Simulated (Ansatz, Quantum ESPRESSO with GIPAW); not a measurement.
# C_Q, η_Q and the second-order shift of 33S in MgS

A plane-wave PAW calculation (PBE, Ansatz) gives this electric field gradient, in 10²¹ V/m² and Cartesian axes, at one S site of MgS (atom 1; bound to Mg4; site symmetry 3m):

```
      0.1206        0.0000        0.0000
      0.0000        0.1206        0.0000
      0.0000        0.0000       -0.2412
```

33S has spin 3/2, Q = -0.0694 barn and |γ|/2π = 3.2717 MHz/T. The cell is the P6_3mc form of a database entry, atoms relaxed, static and at 0 K. 

**Task.** Find C_Q, η_Q and ν_Q, and the shift and width of the central transition under fast MAS at 9.4 T and 16.4 T.

1. The tensor is symmetric and traceless. Its eigenvalues, ordered by size, are V_xx = 0.1206, V_yy = 0.1206 and V_zz = -0.2412.

2. η_Q = (V_xx − V_yy)/V_zz = 0.000.

3. C_Q = eQV_zz/h. One unit of 10²¹ V/m² with one barn gives 24.18 MHz, so C_Q = 24.18 × −0.0694 × −0.2412 = 0.405 MHz. A spectrum shows its size, not its sign.

4. ν_Q = 3C_Q/[2I(2I−1)] = 0.202 MHz in size, and P_Q = |C_Q|√(1 + η²/3) = 0.405 MHz.

5. The resonances lie at ν0 = 30.75 and 53.66 MHz, so ν_Q/ν0 is 0.007 at most and second order holds. The centre of gravity moves by δ_Q = −(3/40)(P_Q/ν0)² F × 10⁶ ppm, with F = [I(I+1) − 3/4]/[I²(2I−1)²] = 0.3333: -4.33 ppm at 9.4 T and -1.42 ppm at 16.4 T.

6. Summing the second-order term over orientations gives a full width of 9.28 ppm (0.29 kHz) and 3.05 ppm (0.16 kHz). In ppm both fall as 1/B²: (9.4/16.4)² = 0.329. The spinning rate must pass the static width for this shape to show cleanly.

[Banner, clock, file and message-heading lines were taken out of the pw.x and gipaw.x logs.]

[Logs are printed without paths, hosts, clocks, repeated set-up lines and the standing remarks that a program may print on its own settings, such as how far it seeks lower states.]

[Hosts, paths, dates, database ids (printed as entryN), source tags and the programs' standing remarks are cut or masked in the printed files.]
